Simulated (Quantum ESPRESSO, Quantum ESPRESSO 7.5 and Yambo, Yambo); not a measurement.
# Sb (buckled honeycomb monolayer): a self-consistent loop beyond G0W0, cycle by cycle

Wanted: G0W0 and self-consistent gaps of Sb (buckled honeycomb monolayer), with the cost of the cycles.

Calculated with Quantum ESPRESSO 7.5 and Yambo 5.3.0; PBE and many-body steps on it, plane waves.

**Experimental background.**

- Gap 2.21 eV: optical gap from PL emission peak; photoluminescence, 355 nm excitation; monolayer (antimonene on antimony oxide after hydrogen reduction) (“Ultrathin high-κ antimony oxide single crystals”, 2020, pmc:7237679).

Report form: the programs' logs are mostly left out.

### Step 1. The starting structure

The cell holds 2 atoms: 2 Sb. Cell: a = 4.127 Å, b = 4.127 Å, c = 14.000 Å, α = 90.0°, β = 90.0°, γ = 120.0°. Vacuum lies along c.

The structure was relaxed with PBE. The runs that relaxed it are not among those shown. Spin-orbit coupling is left out unless a step names it.

### Step 2. Empty states on the mesh, 6×6×1 mesh, 120 bands

This step: Quantum ESPRESSO 7.5; DFT, PBE, plane waves, norm-conserving pseudopotentials.

The sums over transitions need many empty states on a uniform mesh; this step solves for them.

The input, pw.in:

```
&control
  calculation = 'nscf'
  prefix = 'x'
  outdir = 'o'
  pseudo_dir = 'pseudo'
/
&system
  ibrav = 0
  nat = 2
  ntyp = 1
  ecutwfc = 88.0
  nbnd = 120
  force_symmorphic = .true.
/
&electrons
  conv_thr = 1e-9
  electron_maxstep = 80
  diago_full_acc = .true.
  diago_thr_init = 5e-6
/
ATOMIC_SPECIES
  Sb 121.76 Sb.upf
CELL_PARAMETERS angstrom
  4.1272254436 0.0000000001 0.0000000000
  -2.0636127219 3.5742820813 0.0000000000
  0.0000000000 0.0000000000 14.0000000000
ATOMIC_POSITIONS crystal
  Sb 0.3333333333 0.6666666667 0.4415848827
  Sb 0.6666666667 0.3333333333 0.5584151173
K_POINTS automatic
  6 6 1 0 0 0
```

The run is started by

```console
OMP_NUM_THREADS=1 mpirun -n 4 pw.x -nk 4 -in pw.in > pw.out
```

The job ended after 45 s (4 MPI ranks of Arm Neoverse V1, shared host; peak memory 1.1 GiB).

Numbers from this step:

```yaml
gap: 1.314 eV
k_of_the_valence_top: 0, 0, 0
k_of_the_conduction_bottom: 0, 0.3333, 0
least_direct_gap: 1.578 eV
k_points_computed: 7
lowest_point_of_the_top_converged_band_above_the_valence_top: 34.28 eV
```

On this mesh the gap is 1.314 eV.

The density comes from a self-consistent run that is not shown.

### Step 3. Conversion and set-up

This step: Yambo 5.3.0; conversion and set-up on PBE, plane waves, norm-conserving pseudopotentials.

The states are converted to the many-body program's format and the q mesh is built.

The run is started by

```console
(cd o/x.save; p2y > p2y.log; mv SAVE ../..); yambo > setup.log
```

The job ended after 2.7 s (1 MPI rank; peak memory 0.26 GiB).

### Step 4. G0W0

Now the one-shot GW correction: screening in the RPA, then the self-energy of the levels asked for.

This step: G0W0 on PBE, plane waves, norm-conserving pseudopotentials.

The input, gw1.in:

```
HF_and_locXC
gw0
dyson
ppa
em1d
rim_cut
rim_w
RandQpts= 3000000
RandGvec= 100 RL
CUTGeo= "slab z"
RandGvecW= 9 RL
EXXRLvcs= 88 Ry
VXCRLvcs= 352 Ry
Chimod= "HARTREE"
% BndsRnXp
 1 | 120 |
%
NGsBlkXp= 8 Ry
% LongDrXp
 1 | 1 | 0 |
%
% GbndRnge
 1 | 120 |
%
DysSolver= "n"
ExtendOut
PPAPntXp= 27.21138 eV
% QPkrange
 1 | 7 | 19 | 27 |
%
```

The run is started by

```console
OMP_NUM_THREADS=1 mpirun -n 4 yambo -F gw1.in -J gw1 -C gw1 > gw1.log
```

Elapsed: 19 min, on 4 MPI ranks; peak memory 4.3 GiB; 77 min of CPU time.

This step gave:

```yaml
g0w0_gap_on_the_mesh: 2.099 eV
starting_gap_on_the_mesh: 1.314 eV
k_of_the_valence_top: 0, 0, 0
k_of_the_conduction_bottom: 0, 0.3333, 0
least_direct_g0w0_gap_on_the_computed_points: 2.609 eV
z_at_the_valence_top: 0.7331
z_at_the_conduction_bottom: 0.7382
```

The gap on the mesh goes from 1.31 eV to 2.10 eV, a correction of +0.79 eV.

### Step 5. evGW0, cycle 1

This step: evGW0 on PBE, plane waves, norm-conserving pseudopotentials.

gw2.in, as its differences from gw1.in of step 4:

```diff
@@ -30 +30,2 @@
 %
+GfnQPdb= "E < ./gw1/ndb.QP"
```

The run is started by

```console
OMP_NUM_THREADS=1 mpirun -n 4 yambo -F gw2.in -J gw2,gw1_W -C gw2 > gw2.log
```

The job ended after 15 min (4 MPI ranks; peak memory 4.4 GiB; 61 min of CPU time).

This step gave:

```yaml
quasiparticle_gap_on_the_mesh: 2.237 eV
gap_of_the_density_functional_on_the_mesh: 1.314 eV
k_of_the_valence_top: 0, 0, 0
k_of_the_conduction_bottom: 0, 0.3333, 0
least_direct_quasiparticle_gap_on_the_computed_points: 2.785 eV
z_at_the_valence_top: 0.7359
z_at_the_conduction_bottom: 0.7708
```

Against G0W0 in Yambo (6×6×1 mesh, 120 bands, screening to 108.8 eV, Godby-Needs plasmon pole), the gap moves by +0.138 eV.

The program's own table gives 2.417 eV, which is too large where the input levels are shifted: this version takes Σc at the unshifted level E₀, yet steps from the shifted one. The value above is the Newton step from E₀, E₀ + Z(Σc + Σx − Vxc), rebuilt from the printed columns.

### Step 6. evGW0, cycle 2

The corrected levels of the last cycle go back in.

gw3.in, as its differences from gw2.in of step 5:

```diff
@@ -30,2 +30,2 @@
 %
-GfnQPdb= "E < ./gw1/ndb.QP"
+GfnQPdb= "E < ./gw2_fix/ndb.QP"
```

The run is started by

```console
OMP_NUM_THREADS=1 mpirun -n 4 yambo -F gw3.in -J gw3,gw1_W -C gw3 > gw3.log
```

Wall time 15 min (4 MPI ranks); peak memory 4.3 GiB; 62 min of CPU time.

This step gave:

```
quasiparticle gap on the mesh                         : 2.259 eV
gap of the density functional on the mesh             : 1.314 eV
k of the valence top                                  : 0, 0, 0
k of the conduction bottom                            : 0, 0.3333, 0
least direct quasiparticle gap on the computed points : 2.810 eV
```

Against the cycle before, the gap moves by +0.022 eV.

The program's own table gives 2.466 eV, which is too large where the input levels are shifted: this version takes Σc at the unshifted level E₀, yet steps from the shifted one. The value above is the Newton step from E₀, E₀ + Z(Σc + Σx − Vxc), rebuilt from the printed columns.

### Step 7. evGW0, cycle 3

gw4.in, as its differences from gw3.in of step 6:

```diff
@@ -30,2 +30,2 @@
 %
-GfnQPdb= "E < ./gw2_fix/ndb.QP"
+GfnQPdb= "E < ./gw3_fix/ndb.QP"
```

The run is started by

```console
OMP_NUM_THREADS=1 mpirun -n 4 yambo -F gw4.in -J gw4,gw1_W -C gw4 > gw4.log
```

Elapsed: 15 min, on 4 MPI ranks; peak memory 4.3 GiB; 62 min of CPU time.

This step gave:

- quasiparticle gap on the mesh: 2.262 eV
- gap of the density functional on the mesh: 1.314 eV
- k of the valence top: 0, 0, 0
- k of the conduction bottom: 0, 0.3333, 0
- least direct quasiparticle gap on the computed points: 2.814 eV

Against the cycle before, the gap moves by +0.003 eV.

The program's own table gives 2.474 eV, which is too large where the input levels are shifted: this version takes Σc at the unshifted level E₀, yet steps from the shifted one. The value above is the Newton step from E₀, E₀ + Z(Σc + Σx − Vxc), rebuilt from the printed columns.

### Step 8. evGW, cycle 1

This step: evGW on PBE, plane waves, norm-conserving pseudopotentials.

gw5.in, as its differences from gw4.in of step 7:

```diff
@@ -30,2 +30,3 @@
 %
-GfnQPdb= "E < ./gw3_fix/ndb.QP"
+GfnQPdb= "E < ./gw1/ndb.QP"
+XfnQPdb= "E < ./gw1/ndb.QP"
```

The run is started by

```console
OMP_NUM_THREADS=1 mpirun -n 4 yambo -F gw5.in -J gw5 -C gw5 > gw5.log
```

Wall time 19 min (4 MPI ranks); peak memory 4.3 GiB; 77 min of CPU time.

Numbers from this step:

| Property | Result |
| --- | --- |
| quasiparticle gap on the mesh | 2.390 eV |
| gap of the density functional on the mesh | 1.314 eV |
| k of the valence top | 0, 0, 0 |
| k of the conduction bottom | 0, 0.3333, 0 |
| least direct quasiparticle gap on the computed points | 2.934 eV |

Against G0W0 in Yambo (6×6×1 mesh, 120 bands, screening to 108.8 eV, Godby-Needs plasmon pole), the gap moves by +0.291 eV.

The program's own table gives 2.549 eV, which is too large where the input levels are shifted: this version takes Σc at the unshifted level E₀, yet steps from the shifted one. The value above is the Newton step from E₀, E₀ + Z(Σc + Σx − Vxc), rebuilt from the printed columns.

### Step 9. evGW, cycle 2

gw6.in, as its differences from gw5.in of step 8:

```diff
@@ -30,3 +30,3 @@
 %
-GfnQPdb= "E < ./gw1/ndb.QP"
-XfnQPdb= "E < ./gw1/ndb.QP"
+GfnQPdb= "E < ./gw5_fix/ndb.QP"
+XfnQPdb= "E < ./gw5_fix/ndb.QP"
```

The run is started by

```console
OMP_NUM_THREADS=1 mpirun -n 4 yambo -F gw6.in -J gw6 -C gw6 > gw6.log
```

The job ended after 19 min (4 MPI ranks; peak memory 4.3 GiB; 77 min of CPU time).

This step gave:

| Property | Result |
| --- | --- |
| quasiparticle gap on the mesh | 2.478 eV |
| gap of the density functional on the mesh | 1.314 eV |
| k of the valence top | 0, 0, 0 |
| k of the conduction bottom | 0, 0.3333, 0 |
| least direct quasiparticle gap on the computed points | 3.024 eV |

Against the cycle before, the gap moves by +0.088 eV.

The program's own table gives 2.681 eV, which is too large where the input levels are shifted: this version takes Σc at the unshifted level E₀, yet steps from the shifted one. The value above is the Newton step from E₀, E₀ + Z(Σc + Σx − Vxc), rebuilt from the printed columns.

### Step 10. evGW, cycle 3

gw7.in, as its differences from gw6.in of step 9:

```diff
@@ -30,3 +30,3 @@
 %
-GfnQPdb= "E < ./gw5_fix/ndb.QP"
-XfnQPdb= "E < ./gw5_fix/ndb.QP"
+GfnQPdb= "E < ./gw6_fix/ndb.QP"
+XfnQPdb= "E < ./gw6_fix/ndb.QP"
```

The run is started by

```console
OMP_NUM_THREADS=1 mpirun -n 4 yambo -F gw7.in -J gw7 -C gw7 > gw7.log
```

Elapsed: 19 min, on 4 MPI ranks; peak memory 4.6 GiB; 77 min of CPU time.

Numbers from this step:

| Item | Value |
| --- | --- |
| quasiparticle gap on the mesh | 2.504 eV |
| gap of the density functional on the mesh | 1.314 eV |
| k of the valence top | 0, 0, 0 |
| k of the conduction bottom | 0, 0.3333, 0 |
| least direct quasiparticle gap on the computed points | 3.051 eV |

Against the cycle before, the gap moves by +0.026 eV.

The program's own table gives 2.719 eV, which is too large where the input levels are shifted: this version takes Σc at the unshifted level E₀, yet steps from the shifted one. The value above is the Newton step from E₀, E₀ + Z(Σc + Σx − Vxc), rebuilt from the printed columns.

### Step 11. Side by side

Times are wall times on 4 MPI ranks of Arm Neoverse V1, shared host, good to a factor of about two.

| run | mesh | bands | screening cutoff (eV) | DFT gap (eV) | gap on the mesh (eV) | direct (eV) | time |
| --- | --- | --- | --- | --- | --- | --- | --- |
| G0W0 | 6×6×1 | 120 | 108.8 | 1.314 | 2.099 | 2.609 | 19 min |
| evGW0, cycle 1 | 6×6×1 | 120 | 108.8 | 1.314 | 2.237 | 2.785 | 15 min |
| evGW0, cycle 2 | 6×6×1 | 120 | 108.8 | 1.314 | 2.259 | 2.810 | 15 min |
| evGW0, cycle 3 | 6×6×1 | 120 | 108.8 | 1.314 | 2.262 | 2.814 | 15 min |
| evGW, cycle 1 | 6×6×1 | 120 | 108.8 | 1.314 | 2.390 | 2.934 | 19 min |
| evGW, cycle 2 | 6×6×1 | 120 | 108.8 | 1.314 | 2.478 | 3.024 | 19 min |
| evGW, cycle 3 | 6×6×1 | 120 | 108.8 | 1.314 | 2.504 | 3.051 | 19 min |

### Step 12. What came out

| Quantity | Value |
| --- | --- |
| G0W0 | 2.099 eV |
| evGW0, cycle 1 | 2.237 eV |
| evGW0, cycle 2 | 2.259 eV |
| evGW0, cycle 3 | 2.262 eV |
| evGW, cycle 1 | 2.390 eV |
| evGW, cycle 2 | 2.478 eV |
| evGW, cycle 3 | 2.504 eV |
| known limits | not at the basis limit; no spin-orbit coupling |

evGW0 ends at 2.26 eV, +0.16 eV from G0W0, after 3 cycles that took 46 min beside the first screening; the last moved the gap by 0.003 eV. evGW ends at 2.50 eV, +0.40 eV from G0W0, after 3 cycles that took 58 min beside the first screening; the last moved the gap by 0.026 eV, so the loop had not settled. Against experiment, by evGW, cycle 3: the direct gap of 3.05 eV lies +0.84 eV from the measured 2.21 eV (exciton, 2020). An exciton line or allowed optical edge lies below the quasiparticle gap by the binding energy; a forbidden edge can push the onset above it. The computed sheet is free-standing; a substrate or cover screens it further and lowers both gap and binding, while the exciton line moves little. These are gaps on the mesh, at modest bands and cutoff. The calculation has static nuclei and no excitons; a measured gap holds zero-point and thermal motion, which mostly lowers it. Bands and cutoff are finite, so the gap is not at the basis limit. The miss can reach some tenths of an eV and take either sign; the mesh is an error of its own. The many-body steps are scalar-relativistic: spin-orbit coupling is not in them.

[Paths, hosts, dates, memory and timing lines, banners, echoed tables and standing remarks are left out of the program output.]

[Logs are printed without paths, hosts, clocks, repeated set-up lines and the standing remarks that a program may print on its own settings, such as how far it seeks lower states.]

[Runs of the session that timed out or met a known fault of the program may be left out.]

[Hosts, paths, dates, database ids (printed as entryN), source tags and the programs' standing remarks are cut or masked in the printed files.]
